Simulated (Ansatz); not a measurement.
GaN at 9.6 GPa: a phonon run with XC grid level 3

Method: Ansatz, DFT PBEsol, scalar-relativistic, plane waves, PAW.

Launched with:
```bash
ansatz run input.yaml --threads 1 --pin off --max-ram 1228MiB --backend cpu --events-out ev --progress --plain --runs-dir out
```

Input (bare energies are in eV):
```yaml
crystal:
  lattice:
    - [2.6581, 0.0, 0.0]
    - [0.0, 2.6581, 0.0]
    - [0.0, 0.0, 2.6581]
  atoms:
    - { symbol: Ga, position: [0.0, 0.0, 0.0] }
    - { symbol: "N", position: [0.5, 0.5, 0.5] }
basis:
  ecutwfc: 420
  xc_grid: 3
kpoints:
  mp_grid: { grid: [16, 16, 16] }
hamiltonian:
  xc: pbesol
scf:
  occupations: { method: fermi_dirac, width: 0.15 }
output:
  eigenvalues: true
phonons:
  method: dfpt
```

From the output:
```
--- Phonons (Γ-DFPT): 2 representative perturbations + reference, on 405 of 4096 k-points (Σ response iterations 7) ---
  k mesh reduced under 8 symmetry operations, with k and −k counted as one. Each operation leaves every solved perturbation unchanged. A smaller set is not used because it would not reduce the number of displacements ...
  ASR residual: 8.158e-5 → 0.000e0 eV/Å²; symmetrization residual: 6.356e-6 eV/Å²
  ASR residual per site (eV/Å²): 6.14e-5 8.16e-5
  Γ frequencies (cm⁻¹): -233.83 -233.83 -233.83 0.00 0.00 0.00
  non-analytic LO–TO correction: not included (Born effective charges unavailable; polar crystals: no LO–TO splitting at Γ)
```

Beside the reference run (Settings: 420 eV plane-wave cutoff, Γ-centred 16×16×16 mesh, Fermi-Dirac smearing of 0.15 eV. No spin polarisation. Phonons by linear response, acoustic sum rule imposed.), the optical modes at Γ (cm⁻¹, by rank, those that always equal the one before left out, no LO field; i marks imaginary):
| setting | mode 1 |
| --- | --- |
| reference run | 234i |
| XC grid level 3 | 234i |

Its imaginary modes show that this cell, the ideal cubic caesium chloride prototype, isn't a minimum of the energy. In a metal, frequencies and elastic constants depend on the k mesh and the smearing, soft modes and shear constants most.